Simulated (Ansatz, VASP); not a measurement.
# One calculation of GaN, two programs

The input INCAR:

```
SYSTEM = GaN
PREC     = Accurate       ! precision mode
ENCUT    = 520            ! plane-wave cutoff, eV
EDIFF    = 1E-6           ! SCF threshold, eV
ISMEAR   = -1             ! smearing method
SIGMA    = 0.05           ! smearing width, eV
LREAL    = .FALSE.        ! projectors in reciprocal space
LASPH    = .TRUE.         ! aspherical terms in the spheres
NELM     = 80             ! most SCF steps
ALGO     = Normal         ! electronic algorithm
ISIF     = 2              ! what is computed and relaxed
LWAVE    = .FALSE.        ! write WAVECAR
LCHARG   = .FALSE.        ! write CHGCAR
GGA      = PE             ! functional
NBANDS   = 26             ! bands
```

Contents of KPOINTS:

```
regular mesh
0
G
  10 10 5
  0 0 0
```

File POSCAR:

```
GaN
1.0
    3.2218469041      0.0000000000      0.0000000000
   -1.6109234521      2.7902012661      0.0000000000
    0.0000000000      0.0000000000      5.2339814801
Ga N
2 2
Direct
    0.6666666667      0.3333333333      0.5000000000
    0.3333333333      0.6666666667      0.0000000000
    0.6666666667      0.3333333333      0.8750000000
    0.3333333333      0.6666666667      0.3750000000
```

File input.yaml:

```yaml
crystal:
  lattice:
    - [3.2218469041, 0.0, 0.0]
    - [-1.6109234521, 2.7902012661, 0.0]
    - [0.0, 0.0, 5.2339814801]
  atoms:
    - { symbol: Ga, position: [0.6666666667, 0.3333333333, 0.5] }
    - { symbol: Ga, position: [0.3333333333, 0.6666666667, 0.0] }
    - { symbol: "N", position: [0.6666666667, 0.3333333333, 0.875] }
    - { symbol: "N", position: [0.3333333333, 0.6666666667, 0.375] }
kpoints:
  mp_grid: { grid: [10, 10, 5] }
scf:
  occupations: { method: fermi_dirac, width: 0.05 }
hamiltonian:
  xc: pbe
  pseudopotentials: { kind: all_electron, lapw: { basis_error: 0.001 } }
output:
  forces: true
  stress: true
  eigenvalues: true
```

Change from the starting cell: volume scaled by 1.04.

Alike in both runs: task single point; functional PBE; k mesh 10 × 10 × 5; occupations fermi-dirac, width 0.05 eV; no spin polarisation.

|  | VASP | Ansatz |
| --- | --- | --- |
| version | VASP 6.6.1 | Ansatz 0.2.0 |
| potentials or method | VASP PAW PBE potentials, release 64 (Ga_d, N) | all-electron LAPW, scalar-relativistic |
| plane-wave cutoff (eV) | 520 | see its input |

|  | VASP | Ansatz | Ansatz less VASP |
| --- | --- | --- | --- |
| gap on the k mesh at the Fermi level (eV) | 1.71 | 1.72 | +0.010 |
| least direct gap on the mesh (eV) | 1.71 | 1.72 | +0.010 |
| pressure (GPa) | 0.1 | -0.1 | -0.20 |
| largest component of the traceless stress (GPa) | 1.23 | 1.21 | -0.013 |
| rms of the force components (eV/Å) | 0.072 | 0.072 | +0.0007 |

Atom by atom the forces differ by 0.001 eV/Å (rms over components). Ansatz ran all-electron here, so the differences hold the error of VASP's frozen core and of both bases.
